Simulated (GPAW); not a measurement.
A run of GPAW 26.7.0 is set up as follows.

The input run.py:

```python
from ase.eos import EquationOfState
from ase.io import Trajectory, read
from ase.units import GPa
from gpaw import GPAW, PW

atoms = read('Nb3Sn.xyz')

traj = Trajectory('eos.traj', 'w')
volumes, energies = [], []
for x in [0.94, 0.96, 0.98, 1.0, 1.02, 1.04, 1.06]:
    a = atoms.copy()
    a.set_cell(atoms.cell * x**(1 / 3), scale_atoms=True)
    calc = GPAW(mode=PW(600),
                xc='LDA',
                kpts={'size': (4, 4, 4), 'gamma': True},
                occupations={'name': 'fermi-dirac', 'width': 0.05},
                nbands=88,
                convergence={'density': 1e-05, 'energy': 1e-05},
                maxiter=150,
                txt=f'eos-{x:.2f}.txt')
    a.calc = calc
    energies.append(a.get_potential_energy(force_consistent=True))
    volumes.append(a.get_volume())
    p = -a.get_stress()[:3].mean() / GPa
    calc.write(f'eos-{x:.2f}.gpw')
    traj.write(a)
    print(f'{x:.2f} {volumes[-1]:10.4f} A^3 {energies[-1]:14.6f} eV {p:9.3f} GPa', flush=True)

v0, e0, B = EquationOfState(volumes, energies, eos='birchmurnaghan').fit()
print(f'V0 = {v0:.4f} A^3, E0 = {e0:.6f} eV, B0 = {B / GPa:.2f} GPa')
```

Nb3Sn.xyz

```xyz
8
Lattice="5.2821000000 0.0000000000 0.0000000000 0.0000000000 5.2821000000 0.0000000000 0.0000000000 0.0000000000 5.2821000000" Properties=species:S:1:pos:R:3 pbc="T T T"
Sn     2.6410500000      2.6410500000      2.6410500000
Sn     0.0000000000      0.0000000000      0.0000000000
Nb     0.0000000000      2.6410500000      1.3205250000
Nb     0.0000000000      2.6410500000      3.9615750000
Nb     2.6410500000      1.3205250000      0.0000000000
Nb     3.9615750000      0.0000000000      2.6410500000
Nb     2.6410500000      3.9615750000      0.0000000000
Nb     1.3205250000      0.0000000000      2.6410500000
```

Potentials or basis: the program's PAW data sets (release 1.2.1) made for this functional, pw.

Run with:

```sh
$ OMP_NUM_THREADS=1 python run.py
```

Q: Estimate the equilibrium volume.

A: 17.65 Å³/atom.

Q: Predict the bulk modulus.

A: 184 GPa.

Q: Predict the pressure derivative of the bulk modulus.

A: 4.2.

Energy against volume, from the lowest point:
| volume (Å³/atom) | energy (meV/atom) |
| --- | --- |
| 17.316 | 3.60 |
| 17.685 | 0.00 |
| 18.053 | 5.13 |
| 18.422 | 18.12 |
| 18.790 | 38.16 |
| 19.159 | 64.53 |
| 19.527 | 96.59 |

LDA usually gives volumes a few per cent too small. Zero-point motion and thermal expansion aren't in these numbers.
